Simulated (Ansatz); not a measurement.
# Pd (Fm-3m) in Ansatz: a series of runs

The runs below take Pd through single point, equation of state, with RPBE+D4.

Everything below comes from runs of Ansatz 0.2.0. Logs are shortened: lines on timing, memory, paths and dates and some standing lists are left out, and cuts for length are marked.

## 1. The crystal as given

It takes space group Fm-3m (No. 225, cubic). Conventional cell: a = 3.893 Å, b = 3.893 Å, c = 3.893 Å, α = 90.00°, β = 90.00°, γ = 90.00°. Pd (site symmetry m-3m) is surrounded by 12 Pd at 2.75 Å.

## 2. Single point, RPBE+D4, 13.87 Å³/atom (volume scaled by 0.94)

The input, input.yaml:

```yaml
crystal:
  lattice:
    - [0.0, 1.9067643606, 1.9067643606]
    - [1.9067643606, 0.0, 1.9067643606]
    - [1.9067643606, 1.9067643606, 0.0]
  atoms:
    - { symbol: Pd, position: [0.0, 0.0, 0.0] }
hamiltonian:
  xc: rpbe
  pseudopotentials: { kind: paw }
  dispersion: d4
kpoints:
  mp_grid: { grid: [12, 12, 12] }
scf:
  occupations: { method: fermi_dirac, width: 0.05 }
output:
  forces: true
  stress: true
  eigenvalues: true
```

Potentials or basis: Ansatz PAW.

Launch:

```
ansatz run input.yaml --threads 2 --pin off --max-ram 5120MiB --backend cpu --events-out ev --progress --plain --runs-dir out
```

Log:

```text
Warning: RAYON_NUM_THREADS=2 ignored (pool sized by the plan → 2); use --threads N
Engine: ansatz 0.2.0, aarch64-unknown-linux-gnu
Pseudopotentials: kind: paw
Pseudopotential: Pd, paw, valence charge 18, recommended cutoff 420 eV (normal), Pd.paw.azcp
Functional definition: RPBE
  parameter kappa = 0.804
  parameter beta = 0.06672455060314922
  exchange = rpbe_x(kappa = kappa, mu = beta*pi^2/3)
  correlation = pbe_c(beta = beta)
Crystal: 1 atoms, lattice volume = 13.865 Å³
Basis set: ecut = 420 eV, 283 PW (Γ), exchange–correlation on 40×40×40 points (8 copies of the dense FFT grid, shifted against one another)
Bands: 13, of which v1, the nominal top of the filled ones, is band 9 counted from 1 (8 counted from 0)
Symmetry: 48 space group operations
Space group: Fm-3m (ITA 225), of the structure as read, at distance tolerance 2.4e-5 Å
k-points: 72 of 1728
Non-local potential: Pd, projectors of the file, l = 0: 2, l = 1: 2, l = 2: 2, l = 3: 1
PAW form: soft (Blöchl's): semilocal exchange-correlation on the pseudo side does not see the compensation charge
PAW frozen core: Pd, regenerated for the run's functional, and the local potential with it (the file was generated under x = pbe(κ = 0.804, μ = 0.2195149727645171), c = pbe(β = 0.06672455060314922))
PAW one-centre angular grid: Pd, 590 points (default); XC on 64 Gauss nodes
Initial density: superposition of atomic densities (neutral atoms: chi_scale 0, normalization atom), corrected by the library's trained network
Initial wavefunctions: pseudopotential atomic-orbital guess
Functional: x = rpbe, c = pbe(β = 0.06672455060314922)
SCF iter   1: F=—  HF=-6981.462311 eV  |F-HF|=—  |Δ(HF+E_count)|=         —  Δρ=7.74e-3  dr2=6.83e-3  ethr=1.77e-3  ⟨swp⟩=5.6  Hψ=5434  notcnv=0
preconditioner: auto → none  [metal: Δε(μ)=0.007 eV  Ē_g=15.030 eV  σ=0.050 eV  W_gap=0.03  n_scr=0 (ndim 8)  ℏωp=31.5 eV  f_vac=0.000  D(μ)=2.32/eV (n_scr^D=50)]
SCF iter   2: F=—  HF=-6981.461090 eV  |F-HF|=—  |Δ(HF+E_count)|=   1.22e-3  Δρ=3.79e-3  dr2=1.22e-3  ethr=3.79e-5  ⟨swp⟩=2.5  Hψ=2201  notcnv=0
SCF iter   3: F=—  HF=-6981.460751 eV  |F-HF|=—  |Δ(HF+E_count)|=   3.39e-4  Δρ=1.29e-3  dr2=4.66e-5  ethr=6.76e-6  ⟨swp⟩=2.1  Hψ=1297  notcnv=0
SCF iter   4: F=—  HF=-6981.460787 eV  |F-HF|=—  |Δ(HF+E_count)|=   3.52e-5  Δρ=1.16e-4  dr2=6.17e-7  ethr=2.59e-7  ⟨swp⟩=2.4  Hψ=1442  notcnv=0
iter 5 did not close the SCF: its close was put off for the readings that it lacked (scf_convergence_deferred on its scf_iter line)
SCF iter   5: F=-6981.460787 eV  HF=-6981.460787 eV  |F-HF|=3.70e-9  |Δ(HF+E_count)|=   6.43e-7  Δρ=1.07e-5  dr2=5.70e-9  ethr=3.43e-9  ⟨swp⟩=2.0  Hψ=1310  notcnv=0
SCF iter   6: F=-6981.460787 eV  HF=-6981.460787 eV  |F-HF|=1.18e-11  |Δ(HF+E_count)|=   6.11e-9  Δρ=8.18e-7  dr2=4.76e-11  ethr=3.17e-11  ⟨swp⟩=1.9  Hψ=2870  notcnv=0
SCF 1 converged in 6 iterations: F = -6981.460787 eV  dr2 = 4.76e-11
SCF converged after 6 iterations
Free energy (F): -6981.460787 eV
Harris-Foulkes:  -6981.460787 eV  (|F-HF|=1.18e-11)
Internal energy: -6981.442733 eV  (E = F + TS)
E sigma→0 (E₀):  -6981.451760 eV
Entropy (-TS):   -0.018054 eV (-18.054 meV/atom)
Fermi energy:    21.585861 eV
--- Per-component energies (eV) ---
  E_band       = -108.384183
  E_kinetic    = 515.860890
  E_local      = -1661.483497  (includes V_loc(G=0)·N_el)
  E_nonlocal   = 216.078367
  E_hartree    = 681.514010
  E_xc         = -169.846607
  E_vxc        = -212.941168  (∫ρ·V_xc dr)
  E_paw        = -3757.874290  (= ΣΔE_a)
  E_vpaw       = -328.927341  (= ΣTr[D̂ρ^β])
  E_aug_tail   = 0.000246  (compensation charges beyond the density's cutoff)
  E_ewald      = -2804.568605
  E_disp       = -1.014406  (pairwise vdW)
  E_core_change = -0.108841  (= ΣΔE_core)
  E_smearing   = -0.018054  (= −TS)
  E_closure    = 0.000000  (closes the sum)
  Σ components = -6981.460787   (vs F -6981.460787, Δ=0.00e0)
--- Forces (eV/Å), atoms counted from 1 ---
  atom   1  Pd    -0.00000000    -0.00000000     0.00000000
  max |Σ_I F_I| component: 7.81e-32 eV/Å
--- Stress (GPa, compression-positive) ---
       15.812205       0.000000       0.000000
        0.000000      15.812205       0.000000
        0.000000      -0.000000      15.812205
  P = ⅓ Tr σ = 15.8122 GPa (158.122 kbar)
--- Band table (eV; the first three rows and the last of 72) ---
  k-point 0: bands = ["-62.7338", "-28.1855", "-28.1855", "-28.1855", "14.0259", "18.4765", "18.4765", "18.4765", "20.2502", "20.2502", "38.6473", "43.7159", "43.7159"]
  k-point 1: bands = ["-62.7289", "-28.2206", "-28.1903", "-28.1903", "14.2912", "18.3807", "18.5694", "18.5694", "20.2060", "20.2060", "38.9494", "42.2867", "44.0531"]
  k-point 2: bands = ["-62.7158", "-28.3162", "-28.2038", "-28.2038", "15.0016", "18.2182", "18.7569", "18.7569", "20.1749", "20.1749", "39.1740", "40.1094", "44.9555"]
  k-point 71: bands = ["-62.6376", "-28.5248", "-28.5248", "-28.3808", "16.8305", "17.8832", "17.8832", "20.1313", "21.9388", "30.9342", "30.9342", "32.5550", "33.7264"]
```

Wall time 0.78 s (2 threads of Arm Neoverse V1, shared host); peak memory 0.26 GiB.

Results:

| Quantity | Value |
| --- | --- |
| Free energy | -6981.4608 eV |
| Pressure | 15.8 GPa |
| Band gap on the k mesh | none (metal or under the smearing width) |

Caveat: pairwise dispersion overbinds metals, which lowers pressure and volume; the PAW data sets come from PBE, with cores solved anew for the run's functional, which leaves a small shift of forces and pressure.

## 3. Single point, RPBE+D4, 14.16 Å³/atom (volume scaled by 0.96)

Edit input.yaml of step 2 so:

```diff
@@ -2,5 +2,5 @@
   lattice:
-    - [0.0, 1.9067643606, 1.9067643606]
-    - [1.9067643606, 0.0, 1.9067643606]
-    - [1.9067643606, 1.9067643606, 0.0]
+    - [0.0, 1.9201927211, 1.9201927211]
+    - [1.9201927211, 0.0, 1.9201927211]
+    - [1.9201927211, 1.9201927211, 0.0]
   atoms:
```

Potentials or basis: Ansatz PAW.

Launch:

```
ansatz run input.yaml --threads 2 --pin off --max-ram 5120MiB --backend cpu --events-out ev --progress --plain --runs-dir out
```

Wall time 0.78 s (2 threads of Arm Neoverse V1, shared host); peak memory 0.26 GiB.

Results (log left out):

- Free energy: -6981.4850 eV
- Pressure: 10.6 GPa
- Band gap on the k mesh: none (metal or under the smearing width)

Caveat: pairwise dispersion overbinds metals, which lowers pressure and volume; the PAW data sets come from PBE, with cores solved anew for the run's functional, which leaves a small shift of forces and pressure.

## 4. Single point, RPBE+D4, 14.46 Å³/atom (volume scaled by 0.98)

Edit input.yaml of step 3 so:

```diff
@@ -2,5 +2,5 @@
   lattice:
-    - [0.0, 1.9201927211, 1.9201927211]
-    - [1.9201927211, 0.0, 1.9201927211]
-    - [1.9201927211, 1.9201927211, 0.0]
+    - [0.0, 1.933435848, 1.933435848]
+    - [1.933435848, 0.0, 1.933435848]
+    - [1.933435848, 1.933435848, 0.0]
   atoms:
@@ -19 +19,5 @@
   eigenvalues: true
+  write_density: true
+  write_potential: true
+  elf: true
+  volumetric_format: npy
```

Launch:

```
ansatz run input.yaml --threads 2 --pin off --max-ram 5120MiB --backend cpu --events-out ev --progress --plain --runs-dir out
```

Run time: 0.93 s. Hardware: 2 threads of Arm Neoverse V1, shared host; peak memory 0.26 GiB.

Results (log left out):

* Free energy: -6981.5001 eV
* Pressure: 6.0 GPa
* Band gap on the k mesh: none (metal or under the smearing width)

Caveat: pairwise dispersion overbinds metals, which lowers pressure and volume; the PAW data sets come from PBE, with cores solved anew for the run's functional, which leaves a small shift of forces and pressure.

## 5. Single point, RPBE+D4, 14.75 Å³/atom

The input, input.yaml:

```yaml
crystal:
  lattice:
    - [0.0, 1.9465, 1.9465]
    - [1.9465, 0.0, 1.9465]
    - [1.9465, 1.9465, 0.0]
  atoms:
    - { symbol: Pd, position: [0.0, 0.0, 0.0] }
hamiltonian:
  xc: rpbe
  pseudopotentials: { kind: paw }
  dispersion: d4
kpoints:
  mp_grid: { grid: [12, 12, 12] }
scf:
  occupations: { method: fermi_dirac, width: 0.05 }
output:
  forces: true
  stress: true
  eigenvalues: true
```

Launch:

```
ansatz run input.yaml --threads 2 --pin off --max-ram 5120MiB --backend cpu --events-out ev --progress --plain --runs-dir out
```

Run time: 0.78 s. Hardware: 2 threads of Arm Neoverse V1, shared host; peak memory 0.26 GiB.

The run converged. Its results:

* Free energy: -6981.5072 eV
* Pressure: 1.9 GPa
* Band gap on the k mesh: none (metal or under the smearing width)

Caveat: pairwise dispersion overbinds metals, which lowers pressure and volume; the PAW data sets come from PBE, with cores solved anew for the run's functional, which leaves a small shift of forces and pressure.

## 6. Single point, RPBE+D4, 15.05 Å³/atom (volume scaled by 1.02)

Edit input.yaml of step 5 so:

```diff
@@ -2,5 +2,5 @@
   lattice:
-    - [0.0, 1.9465, 1.9465]
-    - [1.9465, 0.0, 1.9465]
-    - [1.9465, 1.9465, 0.0]
+    - [0.0, 1.9593911042, 1.9593911042]
+    - [1.9593911042, 0.0, 1.9593911042]
+    - [1.9593911042, 1.9593911042, 0.0]
   atoms:
```

Potentials or basis: Ansatz PAW.

Launch:

```
ansatz run input.yaml --threads 2 --pin off --max-ram 5120MiB --backend cpu --events-out ev --progress --plain --runs-dir out
```

It took 0.76 s on 2 threads of Arm Neoverse V1, shared host; peak memory 0.26 GiB.

Results (log left out):

- Free energy: -6981.5074 eV
- Pressure: -1.7 GPa
- Band gap on the k mesh: none (metal or under the smearing width)

Caveat: pairwise dispersion overbinds metals, which lowers pressure and volume; the PAW data sets come from PBE, with cores solved anew for the run's functional, which leaves a small shift of forces and pressure.

## 7. Single point, RPBE+D4, 15.34 Å³/atom (volume scaled by 1.04)

Edit input.yaml of step 6 so:

```diff
@@ -2,5 +2,5 @@
   lattice:
-    - [0.0, 1.9593911042, 1.9593911042]
-    - [1.9593911042, 0.0, 1.9593911042]
-    - [1.9593911042, 1.9593911042, 0.0]
+    - [0.0, 1.9721147795, 1.9721147795]
+    - [1.9721147795, 0.0, 1.9721147795]
+    - [1.9721147795, 1.9721147795, 0.0]
   atoms:
```

Launch:

```
ansatz run input.yaml --threads 2 --pin off --max-ram 5120MiB --backend cpu --events-out ev --progress --plain --runs-dir out
```

It took 0.77 s on 2 threads of Arm Neoverse V1, shared host; peak memory 0.26 GiB.

It converged, with:

```
Free energy            : -6981.5014 eV
Pressure               : -4.8 GPa
Band gap on the k mesh : none (metal or under the smearing width)
```

Caveat: pairwise dispersion overbinds metals, which lowers pressure and volume; the PAW data sets come from PBE, with cores solved anew for the run's functional, which leaves a small shift of forces and pressure.

## 8. Single point, RPBE+D4, 15.64 Å³/atom (volume scaled by 1.06)

Edit input.yaml of step 7 so:

```diff
@@ -2,5 +2,5 @@
   lattice:
-    - [0.0, 1.9721147795, 1.9721147795]
-    - [1.9721147795, 0.0, 1.9721147795]
-    - [1.9721147795, 1.9721147795, 0.0]
+    - [0.0, 1.9846763588, 1.9846763588]
+    - [1.9846763588, 0.0, 1.9846763588]
+    - [1.9846763588, 1.9846763588, 0.0]
   atoms:
```

Launch:

```
ansatz run input.yaml --threads 2 --pin off --max-ram 5120MiB --backend cpu --events-out ev --progress --plain --runs-dir out
```

It took 0.76 s on 2 threads of Arm Neoverse V1, shared host; peak memory 0.26 GiB.

It converged, with:

| Quantity | Value |
| --- | --- |
| Free energy | -6981.4899 eV |
| Pressure | -7.6 GPa |
| Band gap on the k mesh | none (metal or under the smearing width) |

Caveat: pairwise dispersion overbinds metals, which lowers pressure and volume; the PAW data sets come from PBE, with cores solved anew for the run's functional, which leaves a small shift of forces and pressure.

## 9. Equation of state, RPBE+D4

Potentials or basis: Ansatz PAW.

No new run: the results of the series are fitted here.

Results:

| Property | Result |
| --- | --- |
| Equilibrium volume | 14.90 Å³/atom |
| Bulk modulus | 180 GPa |
| Pressure derivative of the bulk modulus | 5.5 |

Energy against volume, from the lowest point:
| volume (Å³/atom) | energy (meV/atom) |
| --- | --- |
| 13.865 | 46.60 |
| 14.160 | 22.43 |
| 14.455 | 7.31 |
| 14.750 | 0.15 |
| 15.045 | 0.00 |
| 15.340 | 6.02 |
| 15.635 | 17.47 |

Caveat: the potentials were made for another functional, which shifts forces and pressure.
